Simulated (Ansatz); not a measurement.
# Lithium, hcp under RPBE: structure, energy and stiffness, part 2 of 2

The plan for lithium in the hcp structure: relax it, solve it on a dense k-mesh, then scale the cell to 7 volumes from 88 to 112 % of the relaxed one and try a fit of the equation of state. Spin polarisation is left out. The k-meshes are 12×12×6 for the relaxation; 19×19×10 for the dense run; 13×13×7 for the volumes.

Ansatz 0.2.0; DFT, RPBE, plane waves (420 eV) with PAW, scalar-relativistic.

### 6 Volume × 0.96

This is Li in the hcp structure; at room conditions it is bcc.

The input, input.yaml:

```yaml
crystal:
  lattice:
    - [3.0590839017, 0.0, 0.0]
    - [-1.5295419509, 2.6492443712, 0.0]
    - [0.0, 0.0, 4.9905583994]
  atoms:
    - { symbol: Li, position: [0.3333333333, 0.6666666667, 0.25] }
    - { symbol: Li, position: [0.6666666667, 0.3333333333, 0.75] }
hamiltonian:
  xc: rpbe
  pseudopotentials:
    kind: paw
    azcp:
      Li: "pseudopotentials/Li.paw.azcp"
basis:
  ecutwfc: 420
  fft_grid_basis: typed
kpoints:
  mp_grid: { grid: [13, 13, 7], shift: [0, 0, 0] }
magnetization:
  spin_polarized: false
scf:
  occupations: { method: fermi_dirac, width: 0.1 }
  lower_state_search: "off"
output:
  stress: true
```

What it wrote, shortened:

```text
Warning: RAYON_NUM_THREADS=2 ignored (pool sized by the plan → 2); use --threads N
[...]
Pseudopotentials: kind: paw
Pseudopotential: Li, paw, valence charge 3, recommended cutoff 420 eV (normal), <dir>
Functional definition: RPBE
[...]
Crystal: 2 atoms, lattice volume = 40.445 Å³
Basis set: ecut = 420 eV, 785 PW (Γ)
Bands: 7, of which v1, the nominal top of the filled ones, is band 3 counted from 1 (2 counted from 0)
Symmetry: 24 space group operations
Space group: P63/mmc (ITA 194), of the structure as read, at distance tolerance 3.4e-5 Å
k-points: 84 of 1183
[...]
SCF iter   1: F=—  HF=-410.893255 eV  |F-HF|=—  |Δ(HF+E_count)|=         —  Δρ=1.23e-3  dr2=2.03e-4  ethr=1.77e-3  ⟨swp⟩=4.0  Hψ=4010  notcnv=0
[...]
SCF iter   6: F=-410.892639 eV  HF=-410.892639 eV  |F-HF|=0.00e0  |Δ(HF+E_count)|=  3.80e-11  Δρ=8.57e-9  dr2=1.61e-14  ethr=1.00e-12  ⟨swp⟩=1.0  Hψ=1515  notcnv=0
[...]
SCF converged after 6 iterations
Free energy (F): -410.892639 eV
[...]
E sigma→0 (E₀):  -410.875713 eV
Entropy (-TS):   -0.033851 eV (-16.925 meV/atom)
Fermi energy:    1.090642 eV
[...]
--- Stress (GPa, compression-positive) ---
        0.517791      -0.000000       0.000000
       -0.000000       0.517791       0.000000
        0.000000       0.000000       0.733041
  P = ⅓ Tr σ = 0.5895 GPa (5.895 kbar)
```

Run time: 1 s. Hardware: 2 threads of an Arm CPU, shared host; peak memory 0.28 GiB.

### 7 Volume × 1.0

input.yaml, as its differences from that of step 6:

```diff
@@ -2,5 +2,5 @@
   lattice:
-    - [3.0590839017, 0.0, 0.0]
-    - [-1.5295419509, 2.6492443712, 0.0]
-    - [0.0, 0.0, 4.9905583994]
+    - [3.1009943686, 0.0, 0.0]
+    - [-1.5504971843, 2.6855399002, 0.0]
+    - [0.0, 0.0, 5.0589307093]
   atoms:
```

What it wrote, shortened:

```text
Warning: RAYON_NUM_THREADS=2 ignored (pool sized by the plan → 2); use --threads N
[...]
[... 3 set-up lines as earlier in the session ...]
[...]
Crystal: 2 atoms, lattice volume = 42.130 Å³
Basis set: ecut = 420 eV, 833 PW (Γ)
Bands: 7, of which v1, the nominal top of the filled ones, is band 3 counted from 1 (2 counted from 0)
[... 2 set-up lines as earlier in the session ...]
k-points: 84 of 1183
[...]
SCF iter   1: F=—  HF=-410.896337 eV  |F-HF|=—  |Δ(HF+E_count)|=         —  Δρ=1.19e-3  dr2=1.95e-4  ethr=1.77e-3  ⟨swp⟩=4.0  Hψ=3981  notcnv=0
[...]
SCF iter   6: F=-410.895713 eV  HF=-410.895713 eV  |F-HF|=1.14e-13  |Δ(HF+E_count)|=  4.30e-11  Δρ=7.51e-9  dr2=1.04e-14  ethr=1.00e-12  ⟨swp⟩=1.0  Hψ=1521  notcnv=0
[...]
SCF converged after 6 iterations
Free energy (F): -410.895713 eV
[...]
E sigma→0 (E₀):  -410.878657 eV
Entropy (-TS):   -0.034113 eV (-17.056 meV/atom)
Fermi energy:    0.959309 eV
[...]
--- Stress (GPa, compression-positive) ---
       -0.053612      -0.000000       0.000000
       -0.000000      -0.053612       0.000000
        0.000000       0.000000       0.142757
  P = ⅓ Tr σ = 0.0118 GPa (0.118 kbar)
```

Run time: 1.1 s. Hardware: 2 threads of an Arm CPU, shared host; peak memory 0.28 GiB.

### 8 Volume × 1.04

input.yaml, as its differences from that of step 7:

```diff
@@ -2,5 +2,5 @@
   lattice:
-    - [3.1009943686, 0.0, 0.0]
-    - [-1.5504971843, 2.6855399002, 0.0]
-    - [0.0, 0.0, 5.0589307093]
+    - [3.1418016058, 0.0, 0.0]
+    - [-1.5709008029, 2.7208800042, 0.0]
+    - [0.0, 0.0, 5.1255032215]
   atoms:
```

What it wrote, shortened:

```text
Warning: RAYON_NUM_THREADS=2 ignored (pool sized by the plan → 2); use --threads N
[...]
[... 3 set-up lines as earlier in the session ...]
[...]
Crystal: 2 atoms, lattice volume = 43.815 Å³
Basis set: ecut = 420 eV, 845 PW (Γ)
Bands: 7, of which v1, the nominal top of the filled ones, is band 3 counted from 1 (2 counted from 0)
[... 2 set-up lines as earlier in the session ...]
k-points: 84 of 1183
[...]
SCF iter   1: F=—  HF=-410.893846 eV  |F-HF|=—  |Δ(HF+E_count)|=         —  Δρ=1.13e-3  dr2=1.90e-4  ethr=1.77e-3  ⟨swp⟩=4.0  Hψ=3993  notcnv=0
[...]
SCF iter   6: F=-410.893209 eV  HF=-410.893209 eV  |F-HF|=0.00e0  |Δ(HF+E_count)|=  1.11e-11  Δρ=1.68e-8  dr2=1.16e-13  ethr=1.40e-12  ⟨swp⟩=1.0  Hψ=1527  notcnv=0
[...]
SCF converged after 6 iterations
Free energy (F): -410.893209 eV
[...]
E sigma→0 (E₀):  -410.876018 eV
Entropy (-TS):   -0.034382 eV (-17.191 meV/atom)
Fermi energy:    0.837520 eV
[...]
--- Stress (GPa, compression-positive) ---
       -0.533900       0.000000       0.000000
       -0.000000      -0.533900       0.000000
        0.000000       0.000000      -0.354600
  P = ⅓ Tr σ = -0.4741 GPa (-4.741 kbar)
```

Run time: 0.93 s. Hardware: 2 threads of an Arm CPU, shared host; peak memory 0.29 GiB.

### 9 Volume × 1.08

input.yaml, as its differences from that of step 8:

```diff
@@ -2,5 +2,5 @@
   lattice:
-    - [3.1418016058, 0.0, 0.0]
-    - [-1.5709008029, 2.7208800042, 0.0]
-    - [0.0, 0.0, 5.1255032215]
+    - [3.1815754687, 0.0, 0.0]
+    - [-1.5907877343, 2.7553251799, 0.0]
+    - [0.0, 0.0, 5.1903898973]
   atoms:
@@ -26 +26,5 @@
   stress: true
+  write_density: true
+  write_potential: true
+  elf: true
+  volumetric_format: npy
```

What it wrote, shortened:

```text
Warning: RAYON_NUM_THREADS=2 ignored (pool sized by the plan → 2); use --threads N
[...]
[... 3 set-up lines as earlier in the session ...]
[...]
Crystal: 2 atoms, lattice volume = 45.500 Å³
Basis set: ecut = 420 eV, 893 PW (Γ)
Bands: 7, of which v1, the nominal top of the filled ones, is band 3 counted from 1 (2 counted from 0)
[... 1 set-up line as earlier in the session ...]
Space group: P63/mmc (ITA 194), of the structure as read, at distance tolerance 3.6e-5 Å
k-points: 84 of 1183
[...]
SCF iter   1: F=—  HF=-410.886654 eV  |F-HF|=—  |Δ(HF+E_count)|=         —  Δρ=1.10e-3  dr2=1.92e-4  ethr=1.77e-3  ⟨swp⟩=4.0  Hψ=4005  notcnv=0
[...]
SCF iter   6: F=-410.886006 eV  HF=-410.886006 eV  |F-HF|=1.71e-13  |Δ(HF+E_count)|=  2.03e-11  Δρ=1.56e-8  dr2=1.14e-13  ethr=1.23e-12  ⟨swp⟩=3.0  Hψ=2018  notcnv=0
[...]
SCF converged after 6 iterations
Free energy (F): -410.886006 eV
[...]
E sigma→0 (E₀):  -410.868677 eV
Entropy (-TS):   -0.034659 eV (-17.329 meV/atom)
Fermi energy:    0.724265 eV
[...]
--- Stress (GPa, compression-positive) ---
       -0.938291      -0.000000       0.000000
        0.000000      -0.938291      -0.000000
        0.000000      -0.000000      -0.774634
  P = ⅓ Tr σ = -0.8837 GPa (-8.837 kbar)
--- Band table (eV; the first three rows and the last of 84) ---
  k-point 0: bands = ["-46.1573", "-46.1463", "-2.7021", "0.7751", "3.2925", "12.3189", "12.3189"]
[...]
```

Run time: 1.1 s. Hardware: 2 threads of an Arm CPU, shared host; peak memory 0.3 GiB.

### 10 Volume × 1.12

input.yaml, as its differences from that of step 9:

```diff
@@ -2,5 +2,5 @@
   lattice:
-    - [3.1815754687, 0.0, 0.0]
-    - [-1.5907877343, 2.7553251799, 0.0]
-    - [0.0, 0.0, 5.1903898973]
+    - [3.2203789938, 0.0, 0.0]
+    - [-1.6101894969, 2.7889300184, 0.0]
+    - [0.0, 0.0, 5.253693574]
   atoms:
@@ -26,5 +26 @@
   stress: true
-  write_density: true
-  write_potential: true
-  elf: true
-  volumetric_format: npy
```

What it wrote, shortened:

```text
Warning: RAYON_NUM_THREADS=2 ignored (pool sized by the plan → 2); use --threads N
[...]
[... 3 set-up lines as earlier in the session ...]
[...]
Crystal: 2 atoms, lattice volume = 47.186 Å³
Basis set: ecut = 420 eV, 941 PW (Γ)
Bands: 7, of which v1, the nominal top of the filled ones, is band 3 counted from 1 (2 counted from 0)
[... 2 set-up lines as earlier in the session ...]
k-points: 84 of 1183
[...]
SCF iter   1: F=—  HF=-410.875493 eV  |F-HF|=—  |Δ(HF+E_count)|=         —  Δρ=1.07e-3  dr2=1.99e-4  ethr=1.77e-3  ⟨swp⟩=4.0  Hψ=4025  notcnv=0
[...]
SCF iter   6: F=-410.874841 eV  HF=-410.874841 eV  |F-HF|=2.84e-13  |Δ(HF+E_count)|=  2.17e-11  Δρ=1.97e-8  dr2=2.14e-13  ethr=1.00e-12  ⟨swp⟩=1.0  Hψ=1519  notcnv=0
[...]
SCF converged after 6 iterations
Free energy (F): -410.874841 eV
[...]
E sigma→0 (E₀):  -410.857370 eV
Entropy (-TS):   -0.034942 eV (-17.471 meV/atom)
Fermi energy:    0.618673 eV
[...]
--- Stress (GPa, compression-positive) ---
       -1.279349       0.000000       0.000000
        0.000000      -1.279349       0.000000
        0.000000       0.000000      -1.130007
  P = ⅓ Tr σ = -1.2296 GPa (-12.296 kbar)
```

Wall time 0.9 s (2 threads of an Arm CPU, shared host); peak memory 0.29 GiB.

### 11 Energy and pressure against volume

All volumes keep the relaxed shape and fractional coordinates.

| V (Å³/atom) | E − E₀ (meV/atom) | P from the stress (GPa) | P from the fit (GPa) |
| --- | --- | --- | --- |
| 18.537 | 15.0 | 2.10 | 2.09 |
| 19.380 | 6.3 | 1.28 | 1.27 |
| 20.222 | 1.5 | 0.59 | 0.58 |
| 21.065 | 0.0 | 0.01 | 0.00 |
| 21.908 | 1.3 | -0.47 | -0.49 |
| 22.750 | 5.0 | -0.88 | -0.90 |
| 23.593 | 10.6 | -1.23 | -1.24 |

A third-order Birch-Murnaghan fit gives V₀ = 21.064 Å³/atom, B₀ = 13.2 GPa and B₀′ = 3.3; it misses no point by more than 0.01 meV/atom.

### 12 Outcome

What follows sums up all 2 parts.

```
                      quantity                                   value
space group (spins left aside)                      P6_3/mmc (No. 194)
             conventional cell  a = 3.101 Å, c = 5.059 Å (c/a = 1.631)
                        volume                          21.065 Å³/atom
             shortest distance                                 3.099 Å
               gap on the mesh            none (levels filled in part)
               relative to bcc                             -2 meV/atom
                   V₀, B₀, B₀′           21.064 Å³/atom, 13.2 GPa, 3.3
```

What this shows: From the guessed start the volume shrank by 2.5 % in 4 steps. It lies 2 meV/atom below the element's reference form at the same level (bcc, from a run of its own), within what mesh and smearing can decide. No gap shows: it is a metal or semimetal at this level. B₀ comes out at 13.2 GPa, a soft solid; letting shape and positions relax at each volume could only lower it. The symmetry was held, so the structure may be unstable against distortions that break it.
